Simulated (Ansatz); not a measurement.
# PbO: a single-point run

Wanted: a converged single-point run for PbO, and a check of what comes out. The structure is shown as the input types it. The cell is built on a prototype (CsCl type) and needn't be the phase found in nature.

Method: density functional or hybrid calculation with the settings of its input, plane waves (as first typed), in Ansatz 0.2.0.

4 further runs of the same task are left out: 4 that didn't finish.

### Step 1. The starting structure

Symmetry: Pm-3m, No. 221, cubic system. The conventional cell has a = 3.179 Å, b = 3.179 Å, c = 3.179 Å, α = 90.00°, β = 90.00°, γ = 90.00°. Pb (site symmetry m-3m) is surrounded by 8 O at 2.75 Å. Around O (site symmetry m-3m) lie 8 Pb at 2.75 Å.

As a file:

```cif
data_structure
_symmetry_space_group_name_H-M 'P 1'
_symmetry_Int_Tables_number 1
_cell_length_a 3.1794
_cell_length_b 3.1794
_cell_length_c 3.1794
_cell_angle_alpha 90.000
_cell_angle_beta 90.000
_cell_angle_gamma 90.000
_cell_volume 32.14
loop_
_atom_site_label
_atom_site_type_symbol
_atom_site_fract_x
_atom_site_fract_y
_atom_site_fract_z
_atom_site_occupancy
Pb1 Pb 0.00000 0.00000 0.00000 1
O1 O 0.50000 0.50000 0.50000 1
```

### Step 2. The run

Input file input.yaml:

```yaml
crystal:
  lattice:
    - [3.1793716484, 0.0, 0.0]
    - [0.0, 3.1793716484, 0.0]
    - [0.0, 0.0, 3.1793716484]
  atoms:
    - { symbol: Pb, position: [0.0, 0.0, 0.0] }
    - { symbol: O, position: [0.5, 0.5, 0.5] }
kpoints:
  mp_grid: { grid: [6, 6, 6] }
hamiltonian:
  xc: pbe
scf:
  occupations: { method: gaussian, width: 1.5 }
  n_extra_bands: 4
output:
  forces: true
  stress: true
  eigenvalues: true
```

Launch:

```console
ansatz run input.yaml --threads 4 --pin off --max-ram 3686MiB --backend cpu --events-out ev --progress --plain --runs-dir out
```

**Question.** How will this run end, and is anything wrong with its input?

The program finished normally. Convergence says nothing about whether the input makes sense.

The suspect setting: scf.occupations.method is gaussian; scf.occupations.width is 1.5. Occupations are smeared over electronvolts, wider than many features of the bands.

The test: delete scf.occupations.width (the default then holds) and set scf.occupations.method to fixed.
